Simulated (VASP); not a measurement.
A run of VASP 6.6.1 is set up as follows.

Contents of INCAR:

```
ALGO = Normal
EDIFF = 1E-7
ENCUT = 520
GGA = PE
ISIF = 2
ISMEAR = 0
ISPIN = 2
LASPH = True
LCHARG = True
LDAU = True
LDAUJ = 0 0
LDAUL = 2 -1
LDAUPRINT = 1
LDAUTYPE = 2
LDAUU = 2 0
LELF = True
LMAXMIX = 4
LORBIT = 11
LREAL = False
LVHAR = True
LWAVE = False
MAGMOM = 0.5 0 0
NELM = 60
PREC = Accurate
SIGMA = 0.05
```

KPOINTS

```
k-points
0
Gamma
  6 6 6
```

File POSCAR:

```
WS2
1.0
    0.0000000000      3.0079352200      3.0079352200
    3.0079352200      0.0000000000      3.0079352200
    3.0079352200      3.0079352200      0.0000000000
W S
1 2
Direct
    0.0000000000      0.0000000000      0.0000000000
    0.2500000000      0.2500000000      0.2500000000
    0.7500000000      0.7500000000      0.7500000000
```

Potentials or basis: VASP PAW PBE potentials, release 64 (W_sv, S).

The run is started by

```sh
$ cat potpaw_PBE.64/W_sv/POTCAR potpaw_PBE.64/S/POTCAR > POTCAR
$ mpirun -np 1 vasp_std > vasp.out
```

(1) What does it give for the net moment?

(2) Estimate the band gap on the k mesh.

(3) What does it give for the pressure?

## Answers

(1) 1.93 μB per cell.

(2) none (metal or under the smearing width).

(3) -2.0 GPa.
